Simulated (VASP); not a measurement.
A run of VASP 6.6.1:

The input INCAR:

```
SYSTEM = Ti
PREC = Accurate ; ENCUT = 600
EDIFF = 1E-7 ; ISMEAR = -1
SIGMA = 0.05 ; LREAL = .FALSE.
LASPH = .TRUE. ; NELM = 60
ALGO = Normal ; ISIF = 3
LWAVE = .FALSE. ; LCHARG = .FALSE.
IBRION = 2 ; NSW = 40
EDIFFG = -0.01
```

KPOINTS

```
regular mesh
0
G
  10 10 10
  0 0 0
```

Contents of POSCAR:

```
Ti
1.0
    0.0000000000      2.0300000000      2.0300000000
    2.0300000000      0.0000000000      2.0300000000
    2.0300000000      2.0300000000      0.0000000000
Ti
1
Direct
    0.0000000000      0.0000000000      0.0000000000
```

Potentials or basis: VASP PAW LDA potentials, release 64 (Ti_sv).

The run is started by

```sh
$ cat potpaw_LDA.64/Ti_sv/POTCAR > POTCAR
$ mpirun -np 1 vasp_std > vasp.out
```

Hardware: 1 thread of Intel(R) Xeon(R) Platinum 8259CL CPU @ 2.50GHz (Skylake/Cascade Lake), with other jobs on the host.

Problem. Estimate the wall time of this run.

Solution. It took 16 s on 1 thread of Intel(R) Xeon(R) Platinum 8259CL CPU @ 2.50GHz (Skylake/Cascade Lake), on a shared host, peak memory 0.14 GiB. Counts: scf iterations 34, k points 47, ion steps 3.
